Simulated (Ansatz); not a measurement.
# In (I4/mmm) in Ansatz: convergence with k mesh

Aim: find how far k mesh must go before the results for In settle, at PBE. This setting moves, with any that are tied to it; all else stays.

All numbers are computed with Ansatz 0.2.0; they aren't measurements. Logs are shortened: lines on timing, memory, paths and dates and some standing lists are left out, and cuts for length are marked.

### 1 Starting point

The structure is tetragonal, space group I4/mmm (No. 139). The conventional cell has a = 3.251 Å, b = 3.251 Å, c = 4.947 Å, α = 90.00°, β = 90.00°, γ = 90.00°. Around In (site symmetry 4/mmm) lie 12 In at 3.25 to 3.38 Å.

### 2 With k mesh 4 × 4 × 4

Contents of input.yaml:

```yaml
crystal:
  lattice:
    - [-1.62547, 1.62547, 2.4737]
    - [1.62547, -1.62547, 2.4737]
    - [1.62547, 1.62547, -2.4737]
  atoms:
    - { symbol: In, position: [0.0, 0.0, 0.0] }
hamiltonian:
  xc: pbe
  pseudopotentials: { kind: paw }
kpoints:
  mp_grid: { grid: [4, 4, 4] }
scf:
  occupations: { method: methfessel_paxton, width: 0.1 }
output:
  forces: true
  stress: true
  eigenvalues: true
```

Potentials or basis: Ansatz PAW.

On the command line:

```
$ ansatz run input.yaml --threads 2 --pin off --max-ram 5632MiB --backend cpu --events-out ev --progress --plain --runs-dir out
```

Run time: 0.32 s. Hardware: 2 threads of Arm Neoverse V1, shared host; peak memory 0.25 GiB.

What came out:

```yaml
Free_energy: -5597.6929 eV
Pressure: 4.2 GPa
Band_gap_on_the_k_mesh: none (metal or under the smearing width)
```

### 3 With k mesh 5 × 5 × 5

Changes to input.yaml since step 2:

```diff
@@ -11,3 +11,3 @@
 kpoints:
-  mp_grid: { grid: [4, 4, 4] }
+  mp_grid: { grid: [5, 5, 5] }
 scf:
```

Potentials or basis: Ansatz PAW.

On the command line:

```
$ ansatz run input.yaml --threads 2 --pin off --max-ram 5632MiB --backend cpu --events-out ev --progress --plain --runs-dir out
```

Run time: 0.33 s. Hardware: 2 threads of Arm Neoverse V1, shared host; peak memory 0.25 GiB.

Results:

| Property | Result |
| --- | --- |
| Free energy | -5597.7869 eV |
| Pressure | 2.8 GPa |
| Band gap on the k mesh | none (metal or under the smearing width) |

### 4 With k mesh 7 × 7 × 7

Changes to input.yaml since step 3:

```diff
@@ -11,3 +11,3 @@
 kpoints:
-  mp_grid: { grid: [5, 5, 5] }
+  mp_grid: { grid: [7, 7, 7] }
 scf:
```

On the command line:

```
$ ansatz run input.yaml --threads 2 --pin off --max-ram 5632MiB --backend cpu --events-out ev --progress --plain --runs-dir out
```

It took 0.5 s on 2 threads of Arm Neoverse V1, shared host; peak memory 0.26 GiB.

Results:

| Quantity | Value |
| --- | --- |
| Free energy | -5597.8283 eV |
| Pressure | 1.6 GPa |
| Band gap on the k mesh | none (metal or under the smearing width) |

### 5 With k mesh 8 × 8 × 8

Changes to input.yaml since step 4:

```diff
@@ -11,3 +11,3 @@
 kpoints:
-  mp_grid: { grid: [7, 7, 7] }
+  mp_grid: { grid: [8, 8, 8] }
 scf:
```

On the command line:

```
$ ansatz run input.yaml --threads 2 --pin off --max-ram 5632MiB --backend cpu --events-out ev --progress --plain --runs-dir out
```

Run time: 0.6 s. Hardware: 2 threads of Arm Neoverse V1, shared host; peak memory 0.27 GiB.

What came out:

- Free energy: -5597.8312 eV
- Pressure: 1.8 GPa
- Band gap on the k mesh: none (metal or under the smearing width)

### 6 With k mesh 10 × 10 × 10

Changes to input.yaml since step 5:

```diff
@@ -11,3 +11,3 @@
 kpoints:
-  mp_grid: { grid: [8, 8, 8] }
+  mp_grid: { grid: [10, 10, 10] }
 scf:
```

Potentials or basis: Ansatz PAW.

On the command line:

```
$ ansatz run input.yaml --threads 2 --pin off --max-ram 5632MiB --backend cpu --events-out ev --progress --plain --runs-dir out
```

Run time: 0.95 s. Hardware: 2 threads of Arm Neoverse V1, shared host; peak memory 0.29 GiB.

It converged, with:

```yaml
Free_energy: -5597.8426 eV
Pressure: 2.0 GPa
Band_gap_on_the_k_mesh: none (metal or under the smearing width)
```

### 7 With k mesh 13 × 13 × 13

Changes to input.yaml since step 6:

```diff
@@ -11,3 +11,3 @@
 kpoints:
-  mp_grid: { grid: [10, 10, 10] }
+  mp_grid: { grid: [13, 13, 13] }
 scf:
```

On the command line:

```
$ ansatz run input.yaml --threads 2 --pin off --max-ram 5632MiB --backend cpu --events-out ev --progress --plain --runs-dir out
```

Run time: 1.7 s. Hardware: 2 threads of Arm Neoverse V1, shared host; peak memory 0.33 GiB.

The run converged. Its results:

```
Free energy            : -5597.8391 eV
Pressure               : 2.1 GPa
Band gap on the k mesh : none (metal or under the smearing width)
```

### 8 With k mesh 16 × 16 × 16

Changes to input.yaml since step 7:

```diff
@@ -11,3 +11,3 @@
 kpoints:
-  mp_grid: { grid: [13, 13, 13] }
+  mp_grid: { grid: [16, 16, 16] }
 scf:
```

On the command line:

```
$ ansatz run input.yaml --threads 2 --pin off --max-ram 5632MiB --backend cpu --events-out ev --progress --plain --runs-dir out
```

Run time: 2.9 s. Hardware: 2 threads of Arm Neoverse V1, shared host; peak memory 0.36 GiB.

It converged, with:

```yaml
Free_energy: -5597.8378 eV
Pressure: 2.0 GPa
Band_gap_on_the_k_mesh: none (metal or under the smearing width)
```

### 9 With k mesh 19 × 19 × 19

Changes to input.yaml since step 8:

```diff
@@ -11,3 +11,3 @@
 kpoints:
-  mp_grid: { grid: [16, 16, 16] }
+  mp_grid: { grid: [19, 19, 19] }
 scf:
```

Potentials or basis: Ansatz PAW.

On the command line:

```
$ ansatz run input.yaml --threads 2 --pin off --max-ram 5632MiB --backend cpu --events-out ev --progress --plain --runs-dir out
```

What it wrote:

```text
Warning: RAYON_NUM_THREADS=2 ignored (pool sized by the plan → 2); use --threads N
Engine: ansatz 0.2.0, aarch64-unknown-linux-gnu
Pseudopotentials: kind: paw
Pseudopotential: In, paw, valence charge 13, recommended cutoff 420 eV (normal), In.paw.azcp
Functional definition: PBE
  parameter kappa = 0.804
  parameter beta = 0.06672455060314922
  exchange = pbe_x(kappa = kappa, mu = beta*pi^2/3)
  correlation = pbe_c(beta = beta)
Crystal: 1 atoms, lattice volume = 26.144 Å³
Basis set: ecut = 420 eV, 533 PW (Γ), exchange–correlation on 48×48×48 points (8 copies of the dense FFT grid, shifted against one another)
Bands: 11, of which v1, the nominal top of the filled ones, is band 7 counted from 1 (6 counted from 0)
Symmetry: 16 space group operations
Space group: I4/mmm (ITA 139), of the structure as read, at distance tolerance 3.0e-5 Å
k-points: 550 of 6859
Non-local potential: In, projectors of the file, l = 0: 2, l = 1: 2, l = 2: 2, l = 3: 2
PAW form: soft (Blöchl's): semilocal exchange-correlation on the pseudo side does not see the compensation charge
PAW one-centre angular grid: In, 590 points (default); XC on 64 Gauss nodes
Initial density: superposition of atomic densities (neutral atoms: chi_scale 0, normalization atom), corrected by the library's trained network
Initial wavefunctions: pseudopotential atomic-orbital guess
Functional: x = pbe(κ = 0.804, μ = 0.2195149727645171), c = pbe(β = 0.06672455060314922)
SCF iter   1: F=—  HF=-5597.837904 eV  |F-HF|=—  |Δ(HF+E_count)|=         —  Δρ=9.28e-4  dr2=1.58e-4  ethr=1.77e-3  ⟨swp⟩=4.9  Hψ=35568  notcnv=0
preconditioner: auto → none  [metal: Δε(μ)=0.018 eV  Ē_g=19.726 eV  σ=0.100 eV  W_gap=0.15  n_scr=8 (ndim 8)  ℏωp=26.2 eV  f_vac=0.000  D(μ)=0.47/eV (n_scr^D=0)  sad-step TF]
SCF iter   2: F=—  HF=-5597.837485 eV  |F-HF|=—  |Δ(HF+E_count)|=   4.19e-4  S|Δr|=    0.00e0  Δρ=5.19e-4  dr2=7.36e-5  ethr=1.21e-6  ⟨swp⟩=2.0  Hψ=13417  notcnv=0
SCF iter   3: F=—  HF=-5597.837516 eV  |F-HF|=—  |Δ(HF+E_count)|=   3.14e-5  S|Δr|=    0.00e0  Δρ=4.78e-4  dr2=3.94e-5  ethr=5.66e-7  ⟨swp⟩=2.0  Hψ=9365  notcnv=0
SCF iter   4: F=—  HF=-5597.837496 eV  |F-HF|=—  |Δ(HF+E_count)|=   2.00e-5  S|Δr|=    0.00e0  Δρ=1.45e-4  dr2=3.36e-6  ethr=3.03e-7  ⟨swp⟩=2.3  Hψ=9349  notcnv=0
SCF iter   5: F=—  HF=-5597.837496 eV  |F-HF|=—  |Δ(HF+E_count)|=   8.19e-7  S|Δr|=    0.00e0  Δρ=1.20e-4  dr2=2.29e-6  ethr=2.59e-8  ⟨swp⟩=2.0  Hψ=9365  notcnv=0
SCF iter   6: F=—  HF=-5597.837495 eV  |F-HF|=—  |Δ(HF+E_count)|=   1.03e-6  S|Δr|=    0.00e0  Δρ=6.00e-5  dr2=5.53e-7  ethr=1.76e-8  ⟨swp⟩=2.0  Hψ=8645  notcnv=0
SCF iter   7: F=-5597.837494 eV  HF=-5597.837494 eV  |F-HF|=3.98e-8  |Δ(HF+E_count)|=   3.24e-7  S|Δr|=    0.00e0  Δρ=1.43e-5  dr2=3.14e-8  ethr=7.69e-10  ⟨swp⟩=4.7  Hψ=24548  notcnv=0
SCF 1 converged in 7 iterations: F = -5597.837494 eV  dr2 = 3.14e-8
SCF converged after 7 iterations
Stability not checked: this state was not tested for a lower state beside it, because cold or Methfessel-Paxton smearing, or corrected tetrahedra, fill the levels in a way that the test cannot read (fill_not_monotonic; see scf.lower_state_search)
Free energy (F): -5597.837494 eV
Harris-Foulkes:  -5597.837494 eV  (|F-HF|=3.98e-8)
Internal energy: -5597.837428 eV  (E = F + TS)
E sigma→0 (E₀):  -5597.837478 eV
Entropy (-TS):   -0.000066 eV (-0.066 meV/atom)
Fermi energy:    10.254500 eV
--- Per-component energies (eV) ---
  E_band       = -23.268121
  E_kinetic    = 241.437649
  E_local      = -1074.589185  (includes V_loc(G=0)·N_el)
  E_nonlocal   = 366.065222
  E_hartree    = 421.404716
  E_xc         = -216.077910
  E_vxc        = -100.086608  (∫ρ·V_xc dr)
  E_paw        = -4152.110799  (= ΣΔE_a)
  E_vpaw       = -298.911481  (= ΣTr[D̂ρ^β])
  E_aug_tail   = 0.000025  (compensation charges beyond the density's cutoff)
  E_ewald      = -1183.967147
  E_smearing   = -0.000066  (= −TS)
  E_closure    = -0.000000  (closes the sum)
  Σ components = -5597.837494   (vs F -5597.837494, Δ=0.00e0)
--- Forces (eV/Å), atoms counted from 1 ---
  atom   1  In     0.00000000     0.00000000     0.00000000
  max |Σ_I F_I| component: 1.97e-31 eV/Å
--- Stress (GPa, compression-positive) ---
        2.087850      -0.000000      -0.000000
       -0.000000       2.087850       0.000000
       -0.000000       0.000000       1.969988
  P = ⅓ Tr σ = 2.0486 GPa (20.486 kbar)
--- Band table (eV; the first three rows and the last of 550) ---
  k-point 0: bands = ["-4.4394", "-4.3333", "-4.3333", "-4.2521", "-4.1484", "0.7198", "20.8166", "20.8166", "20.9907", "21.8371", "24.2131"]
  k-point 1: bands = ["-4.4274", "-4.3398", "-4.3261", "-4.2489", "-4.1535", "0.8045", "20.2417", "20.4214", "20.4906", "21.4233", "24.8727"]
  k-point 2: bands = ["-4.3924", "-4.3586", "-4.3051", "-4.2422", "-4.1665", "1.0599", "19.1249", "19.3261", "19.7351", "20.6615", "24.9889"]
  k-point 549: bands = ["-4.6069", "-4.4873", "-4.0496", "-4.0211", "-4.0154", "7.3727", "7.6473", "14.4469", "15.0542", "18.4858", "19.0848"]
```

Wall time 4.5 s (2 threads of Arm Neoverse V1, shared host); peak memory 0.42 GiB.

What came out:

| Item | Value |
| --- | --- |
| Free energy | -5597.8375 eV |
| Pressure | 2.0 GPa |
| Band gap on the k mesh | none (metal or under the smearing width) |

### 10 Result

```tsv
k mesh	energy less the tightest run, at zero smearing (meV/atom)	pressure (GPa)	SCF cycles	CPU time (s)	peak memory (GiB)
4 × 4 × 4	145.25	4.19	6	0.51	0.25
5 × 5 × 5	51.31	2.81	5	0.53	0.25
7 × 7 × 7	9.22	1.61	6	0.87	0.26
8 × 8 × 8	6.18	1.78	5	1.1	0.27
10 × 10 × 10	-5.04	2.00	7	1.8	0.29
13 × 13 × 13	-1.55	2.07	7	3.2	0.33
16 × 16 × 16	-0.41	1.96	7	5.7	0.36
19 × 19 × 19	0.00	2.05	7	8.7	0.42
```

Against the tightest run, the energy stays within 1 meV/atom from 16 × 16 × 16 on; the pressure stays within 0.1 GPa from 10 × 10 × 10 on. Meshes of other sizes hit other points, so gaps and Fermi surfaces needn't settle smoothly. The tightest run that finished is the yardstick and may itself not be fully converged.
